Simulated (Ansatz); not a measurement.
# MgS (zincblende) under strain

MgS (zincblende), relaxed with r2SCAN in the PAW code Ansatz. Space group F-43m (No. 216), cubic; conventional cell a = 5.662 Å, 22.69 Å³ an atom. Mg is surrounded by 4 S at 2.45 Å; S is surrounded by 4 Mg at 2.45 Å.

The axes x, y and z are those of this cell:
```xyz
2
Lattice="0.0000 2.8309 2.8309 2.8309 0.0000 2.8309 2.8309 2.8309 0.0000" Properties=species:S:1:pos:R:3 pbc="T T T"
Mg    0.0000    0.0000    0.0000
S     1.4154    1.4154    1.4154
```

Unstrained: With PBE the gap is 3.466 eV and direct, at Γ. The r2SCAN gap is direct at Γ: 4.142 eV. The HSE06 gap is direct at Γ: 4.528 eV. Meshes: PBE 8×8×8, r2SCAN 8×8×8, HSE06 6×6×6. Strains are changes of length per length, and xy shears are angles. After each strain the atoms were relaxed again with r2SCAN within the symmetry that the strain leaves, so tilts or polar shifts that break it weren't tested; points keep the names that they have in the unstrained zone. (Calculated; spin-unpolarised; the phase may be known or hypothetical.)

Changes of the least gap in eV (an overlap counts as a negative gap):

| strain | volume change (%) | space group | PBE | r2SCAN | HSE06 | energy rise, r2SCAN (meV/atom) |
| --- | --- | --- | --- | --- | --- | --- |
| epitaxial +2.17 % in the xy plane, free normal strain -3.17 % | +1.1 | I-4m2 | -0.150 | -0.155 | -0.157 | 3.4 |
| xy shear, engineering strain (angle) +4.51 % | -0.1 | Imm2 | -0.161 | -0.169 | -0.167 | 4.6 |
| uniaxial -5.15 % along z | -5.2 | I-4m2 | +0.171 | -0.034 | +0.128 | 14.4 |

Epitaxial +2.17 % in the xy plane, free normal strain -3.17 %. HSE06: the gap goes from 4.528 to 4.371 eV (-0.157 eV); with r2SCAN the top three valence levels at Γ, degenerate before, become 1+2 from the top over 129 meV. Stress change with r2SCAN, compression positive: xx -1.07, yy -1.07, zz -0.01 GPa.

Xy shear, engineering strain (angle) +4.51 %. HSE06: the gap goes from 4.528 to 4.361 eV (-0.167 eV); with r2SCAN the top three valence levels at Γ, degenerate before, become 1+1+1 from the top over 272 meV. Stress change with r2SCAN, compression positive: xx +0.01, yy +0.01, zz -0.07, xy -1.45 GPa.

Uniaxial -5.15 % along z, other directions held. HSE06: the gap goes from 4.528 to 4.656 eV (+0.128 eV); it turns from direct (Γ) to indirect (Γ → X [(-1/2, -1/2, 0)]); with r2SCAN the top three valence levels at Γ, degenerate before, become 1+2 from the top over 131 meV. Stress change with r2SCAN, compression positive: xx +3.16, yy +3.16, zz +3.95 GPa.

The meshes of the hybrids are coarse, so their gaps aren't converged to the digits shown.

The splittings at Γ are without spin-orbit coupling, which regroups them where it is of like size or larger.
